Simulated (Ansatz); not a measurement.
ZnS:

```
CELL_PARAMETERS angstrom
0.00000 2.70200 2.70200
2.70200 0.00000 2.70200
2.70200 2.70200 0.00000
ATOMIC_POSITIONS crystal
Zn 0.75000 0.75000 0.75000
S 0.00000 0.00000 0.00000
```

| Property | Result |
| --- | --- |
| Program | Ansatz 0.2.0 |
| Task | relaxation of cell and atoms |
| Functional | PBE |
| Potentials or basis | Ansatz PAW |
| Cutoff | 420 eV (not typed: the program's choice for these potentials) |
| k mesh | 9 × 9 × 9 |
| Occupations | fermi-dirac, width 0.05 eV |
| Spin | no spin polarisation |

At the start: volume 19.73 Å³/atom.

**Question.** How do energy, volume and symmetry change on relaxing?

**Answer.** It ends after 4 steps and the volume is 20.16 Å³/atom (+2.2 %); space group F-43m (No. 216, to 0.05 Å).

Step by step:
| step | energy change (eV) | largest force (eV/Å) | volume (Å³) |
| --- | --- | --- | --- |
| 1 | 0.0000 | 0.0000 | 39.45 |
| 2 | -0.0033 | 0.0000 | 39.94 |
| 3 | -0.0039 | 0.0000 | 40.31 |
| 4 | -0.0043 | 0.0000 | 40.31 |

Final structure:
```
CELL_PARAMETERS angstrom
0.00000 2.72148 2.72148
2.72148 0.00000 2.72148
2.72148 2.72148 0.00000
ATOMIC_POSITIONS crystal
Zn 0.75000 0.75000 0.75000
S 0.00000 0.00000 0.00000
```

Caveat: the plane-wave basis is chosen anew once the cell has moved, so the energies of steps on either side of that aren't comparable.
